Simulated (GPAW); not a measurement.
# HgTe (Coloradoite) (F-43m) in GPAW: further runs, part 2 of 2

GPAW 26.7.0. The steps go on from the part before.

**4. Equation of state, RPBE+D4**

Contents of run.py:

```python
from ase.calculators.mixing import SumCalculator
from ase.eos import EquationOfState
from ase.io import Trajectory, read
from ase.units import GPa
from dftd4.ase import DFTD4
from gpaw import GPAW, PW

atoms = read('HgTe.xyz')

traj = Trajectory('eos.traj', 'w')
volumes, energies = [], []
for x in [0.94, 0.96, 0.98, 1.0, 1.02, 1.04, 1.06]:
    a = atoms.copy()
    a.set_cell(atoms.cell * x**(1 / 3), scale_atoms=True)
    calc = GPAW(mode=PW(600),
                xc='RPBE',
                kpts={'size': (6, 6, 6), 'gamma': True},
                occupations={'name': 'fermi-dirac', 'width': 0.05},
                nbands=18,
                convergence={'density': 1e-05, 'energy': 1e-05},
                maxiter=150,
                txt=f'eos-{x:.2f}.txt')
    a.calc = SumCalculator([calc, DFTD4(method='rpbe')])
    energies.append(a.get_potential_energy())
    volumes.append(a.get_volume())
    p = -a.get_stress()[:3].mean() / GPa
    calc.write(f'eos-{x:.2f}.gpw')
    traj.write(a)
    print(f'{x:.2f} {volumes[-1]:10.4f} A^3 {energies[-1]:14.6f} eV {p:9.3f} GPa', flush=True)

v0, e0, B = EquationOfState(volumes, energies, eos='birchmurnaghan').fit()
print(f'V0 = {v0:.4f} A^3, E0 = {e0:.6f} eV, B0 = {B / GPa:.2f} GPa')
```

Contents of HgTe.xyz:

```xyz
2
Lattice="0.0000000000 3.2145000000 3.2145000000 3.2145000000 0.0000000000 3.2145000000 3.2145000000 3.2145000000 0.0000000000" Properties=species:S:1:pos:R:3 pbc="T T T"
Hg     0.0000000000      0.0000000000      0.0000000000
Te     4.8217500000      4.8217500000      4.8217500000
```

Potentials or basis: the program's PAW data sets (release 1.2.1) made for this functional, pw.

Run with:

```console
OMP_NUM_THREADS=1 python run.py
```

The program printed:

```text
__  _  _
 | _ |_)|_||  |
 |__||  | ||/\| - 26.7.0

Input parameters:
  mode=PW(ecut=600.0),
  convergence={'density': 1e-05, 'energy': 1e-05},
  kpts=MonkhorstPack(size=(6, 6, 6), gamma=True),
  maxiter=150,
  nbands=18,
  occupations=Occupations(name='fermi-dirac', width=0.05),
  xc=XC(name='RPBE')

Diagonalizing LCAO Hamiltonian
Converting LCAO to pw mode

                      Te

       Hg

Atoms  # Å, Bohr magnetons
|   | symbol |        x |        y |        z |    initial magnetic moments |
|---|--------|----------|----------|----------|-----------------------------|
| 0 |     Hg | 0.000000 | 0.000000 | 0.000000 | ( 0.0000,  0.0000,  0.0000) |
| 1 |     Te | 4.756583 | 4.756583 | 4.756583 | ( 0.0000,  0.0000,  0.0000) |

Unit cell  # Å
| periodic |        x |        y |        z |  lengths |    angles |
|----------|----------|----------|----------|----------|-----------|
|      yes | 0.000000 | 3.171055 | 3.171055 | 4.484550 | 60.000000 |
|      yes | 3.171055 | 0.000000 | 3.171055 | 4.484550 | 60.000000 |
|      yes | 3.171055 | 3.171055 | 0.000000 | 4.484550 | 60.000000 |

Number of symmetries: 24
Symmetry operations  # r_c * U_cc + t_c -> r_c
|    | kind |            matrix            |
|----|------|------------------------------|
|  0 |  E   |  1, 0, 0,  0, 1, 0,  0, 0, 1 |
|  1 |  σ   |  1, 0, 0,  0, 0, 1,  0, 1, 0 |
|  2 |  σ   |  1, 0,-1,  0, 1,-1,  0, 0,-1 |
|  3 |  C3  |  1, 0,-1,  0, 0,-1,  0, 1,-1 |
|  4 |  C3  |  1,-1, 0,  0,-1, 1,  0,-1, 0 |
|  5 |  σ   |  1,-1, 0,  0,-1, 0,  0,-1, 1 |
|  6 |  σ   |  0, 1, 0,  1, 0, 0,  0, 0, 1 |
|  7 |  C3  |  0, 1, 0,  0, 0, 1,  1, 0, 0 |
|  8 |  C2  |  0, 1,-1,  1, 0,-1,  0, 0,-1 |
|  9 |  S4  |  0, 1,-1,  0, 0,-1,  1, 0,-1 |
| 10 |  C3  |  0, 0, 1,  1, 0, 0,  0, 1, 0 |
| 11 |  σ   |  0, 0, 1,  0, 1, 0,  1, 0, 0 |
| 12 |  S4  |  0, 0,-1,  1, 0,-1,  0, 1,-1 |
| 13 |  C3  |  0, 0,-1,  0, 1,-1,  1, 0,-1 |
| 14 |  S4  |  0,-1, 1,  1,-1, 0,  0,-1, 0 |
| 15 |  C2  |  0,-1, 1,  0,-1, 0,  1,-1, 0 |
| 16 |  C3  |  0,-1, 0,  1,-1, 0,  0,-1, 1 |
| 17 |  S4  |  0,-1, 0,  0,-1, 1,  1,-1, 0 |
| 18 |  S4  | -1, 1, 0, -1, 0, 1, -1, 0, 0 |
| 19 |  C3  | -1, 1, 0, -1, 0, 0, -1, 0, 1 |
| 20 |  C3  | -1, 0, 1, -1, 1, 0, -1, 0, 0 |
| 21 |  S4  | -1, 0, 1, -1, 0, 0, -1, 1, 0 |
| 22 |  σ   | -1, 0, 0, -1, 1, 0, -1, 0, 1 |
| 23 |  C2  | -1, 0, 0, -1, 0, 1, -1, 1, 0 |

BZ-sampling:
  Number of BZ points: 216
  Number of IBZ points: 16

  Monkhorst-Pack size: [6, 6, 6]
  Monkhorst-Pack shift: [0.08333333333333333, 0.08333333333333333, 0.08333333333333333]

K-points  # in reciprocal-cell coordinates
|     |                                coordinates |     weight |
|-----|--------------------------------------------|------------|
|   0 | (  0.00000000,   0.00000000,   0.00000000) | 0.00462963 |
|   1 | (  0.16666667,   0.16666667,   0.00000000) | 0.02777778 |
|   2 | (  0.16666667,   0.16666667,   0.16666667) | 0.03703704 |
|   3 | (  0.33333333,   0.16666667,   0.16666667) | 0.05555556 |
|   4 | (  0.33333333,   0.33333333,  -0.33333333) | 0.05555556 |
|   5 | (  0.33333333,   0.33333333,   0.00000000) | 0.02777778 |
|   6 | (  0.33333333,   0.33333333,   0.16666667) | 0.11111111 |
|   7 | (  0.33333333,   0.33333333,   0.33333333) | 0.03703704 |
|   8 | (  0.50000000,   0.33333333,  -0.33333333) | 0.11111111 |
|   9 | (  0.50000000,   0.33333333,  -0.16666667) | 0.05555556 |
| ... |                                            |            |
|  15 | (  0.50000000,   0.50000000,   0.50000000) | 0.01851852 |

Plane wave coefficients: 2158
Cutoff: 600.0 eV

Spin-components: 1 (collinear spins)
Bands:           18
Projectors:      11
Spin-degeneracy: 2
Datatype:        complex128

Parallelization:
  kpt:    1
  domain: 1
  band:   1

Density:
  Valence electrons: 24.0
  Components: 1
  Grid points: [27 27 27]
  Charge: 0.0  # |e|

Potential:
  Grid points: [27 27 27]

species:
  Hg:
    name:    Mercury
    Z:       80.0
    valence: 18
    core:    62
    charge:  0.0  # [|e|]
    compensation charges:
      type: gauss
      rc: 0.41  # [Å]
      lmax: 2
    cutoffs:
      filter: 2.17  # [Å]
      core: 2.06  # [Å]
    projectors
    | kind |    occ | energy [eV] | rcut [Å] |
    |------|--------|-------------|----------|
    |   6s |  2.000 |      -6.675 |    1.307 |
    |   5p |  6.000 |     -66.504 |    1.291 |
    |   6p |  0.000 |      -1.053 |    1.291 |
    |   5d | 10.000 |      -9.841 |    1.302 |
    |    s |        |      20.536 |    1.307 |
    |    d |        |      17.370 |    1.302 |

    Using partial waves for Hg as LCAO basis

  Te:
    name:    Tellurium
    Z:       52.0
    valence: 6
    core:    46
    charge:  0.0  # [|e|]
    compensation charges:
      type: gauss
      rc: 0.36  # [Å]
      lmax: 2
    cutoffs:
      filter: 2.09  # [Å]
      core: 3.17  # [Å]
    projectors
    | kind |    occ | energy [eV] | rcut [Å] |
    |------|--------|-------------|----------|
    |   5s |  2.000 |     -15.026 |    1.180 |
    |   5p |  4.000 |      -5.917 |    1.196 |
    |    s |        |      12.185 |    1.180 |
    |    p |        |      21.294 |    1.196 |
    |    d |        |       0.000 |    1.238 |

    Using partial waves for Te as LCAO basis

Reference energy: -717970.637756  # eV

eigensolver:
  PPCG
  Converge bands: occupied
  niter=2

density mixing:
  MSR1-Mixer
  Pratt-step length: 0.05
  Maximum mixing coefficient: 0.75
  Old densities: 10
  SVD Regularization: 0.005
  Good broyden scale: 1.0
  Trust region scale: 1.0
  Backstep threshold: 4.0
  History deletion threshold: 6.0
  Fourier metric: weight=20.0, sigma=0.015

occupation numbers:
  Fermi-Dirac:
    width: 0.0500  # eV

poisson solver:
  ecut: 4800.0  # eV

xc functional:
  name: RPBE with 2 nearest neighbor stencil

convergence criteria:
- Maximum integral of absolute [dens]ity change: 1e-05 electrons / valence electron
- Maximum [total energy] change in last 3 cyles: 1e-05 eV / valence electron
- Maximum integral of absolute [eigenst]ate change: 4e-08 eV^2 / valence electron
maximum number of iterations: 150

SCF iterations
|iter     | |      energy | eigst |  dens |
|---------|-|-------------|-------|-------|
|iter:   1| |   -3.636011 | -0.04 |       |
|iter:   2| |   -3.596605 | -2.02 | -1.42 |
|iter:   3| |   -3.494082 | -1.92 | -1.46 |
|iter:   4| |   -3.509974 | -2.60 | -1.87 |
|iter:   5| |   -3.519019 | -2.85 | -2.19 |
|iter:   6| |   -3.519569 | -4.14 | -3.19 |
|iter:   7| |   -3.519686 | -4.65 | -3.66 |
|iter:   8| |   -3.519688c| -6.17 | -4.14 |
|iter:   9| |   -3.519688c| -6.73 | -4.84 |
|iter:  10| |   -3.519688c| -7.32 | -5.25c|
|iter:  11| |   -3.519688c| -7.84c| -5.80c|

Converged in 11 steps
Energy contributions relative to reference atoms: (reference = -717970.637756)

Energy contributions:
  Kinetic:          38.743756
  Coulomb:         -32.363804
  Zero:             -1.991311
  External:          0.000000
  Xc:               -7.907865
  Entropy:          -0.000927
  Spinorbit:         0.000000
  ----------------------------
  Free energy:      -3.520152
  Extrapolated:     -3.519688

dipole moment: (-17.106015, -17.106015, -17.106015)  # |e|*Ang

Fermi level: 5.358
Eigenvalues  # (at kpt = [0.000, 0.000, 0.000])
| band index |      eig [eV] | occ [0-2] |
|------------|---------------|-----------|
|          0 |       -58.421 |     2.000 |
|        ... |               |           |
|          5 |        -2.494 |     2.000 |
|          6 |        -2.494 |     2.000 |
|          7 |        -1.923 |     2.000 |
|          8 |        -1.923 |     2.000 |
|          9 |         4.975 |     1.999 |
|         10 |         5.323 |     1.341 |
|         11 |         5.323 |     1.341 |
|         12 |         5.323 |     1.341 |
|         13 |         9.518 |     0.000 |
|         14 |         9.518 |     0.000 |
|         15 |         9.518 |     0.000 |
|         16 |        12.113 |     0.000 |
|         17 |        15.131 |     0.000 |

No gap
No difference between direct/indirect transitions

Stress tensor  # eV/Ang^3
|         x |         y |         z |
|-----------|-----------|-----------|
| -0.056028 |  0.000000 |  0.000000 |
|  0.000000 | -0.056028 |  0.000000 |
|  0.000000 |  0.000000 | -0.056028 |

# Writing to eos-0.96.gpw (mode='')
```

Wall time 89 s (1 thread of Arm Neoverse V2, shared host); peak memory 0.25 GiB.

What came out:

| Quantity | Value |
| --- | --- |
| Equilibrium volume | 35.05 Å³/atom |
| Bulk modulus | 38 GPa |
| Pressure derivative of the bulk modulus | 5.3 |

Energy against volume, from the lowest point:
```csv
volume (Å³/atom),energy (meV/atom)
31.223,63.40
31.887,41.41
32.551,24.73
33.215,12.76
33.880,4.95
34.544,0.81
35.208,0.00
```

**5. Equation of state, RPBE+D3**

run.py, as its differences from that of step 4:

```diff
@@ -4,6 +4,6 @@
 from ase.units import GPa
-from dftd4.ase import DFTD4
+from dftd3.ase import DFTD3
 from gpaw import GPAW, PW
 
-atoms = read('HgTe.xyz')
+atoms = read('POSCAR')
 
@@ -22,3 +22,3 @@
                 txt=f'eos-{x:.2f}.txt')
-    a.calc = SumCalculator([calc, DFTD4(method='rpbe')])
+    a.calc = SumCalculator([calc, DFTD3(method='rpbe', damping='d3zero')])
     energies.append(a.get_potential_energy())
```

Contents of POSCAR:

```
HgTe
1.0
    0.0000000000      3.2145000000      3.2145000000
    3.2145000000      0.0000000000      3.2145000000
    3.2145000000      3.2145000000      0.0000000000
Hg Te
1 1
Direct
    0.0000000000      0.0000000000      0.0000000000
    0.7500000000      0.7500000000      0.7500000000
```

Run with:

```console
OMP_NUM_THREADS=1 python run.py
```

It took 87 s on 1 thread of Arm Neoverse V2, shared host; peak memory 0.27 GiB.

The run converged. Its results:

```
Equilibrium volume : 36.29 Å³/atom (rough: see the caveat)
Bulk modulus       : 32 GPa (rough)
```

Energy against volume, from the lowest point:
| volume (Å³/atom) | energy (meV/atom) |
| --- | --- |
| 31.223 | 93.51 |
| 31.887 | 66.48 |
| 32.551 | 44.77 |
| 33.215 | 27.77 |
| 33.880 | 14.94 |
| 34.544 | 5.82 |
| 35.208 | 0.00 |

Caveat: the minimum lies outside the volumes run. The run has no spin-orbit coupling, so splittings on Hg, Te are missing.

**6. Against experiment**

Step 4. Against the measured bulk modulus of HgTe, 43 GPa (a printed reference work, monograph), the calculated 38 GPa is off by -11.4 %. The fit is for a static lattice scaled at fixed shape and fixed fractional positions.
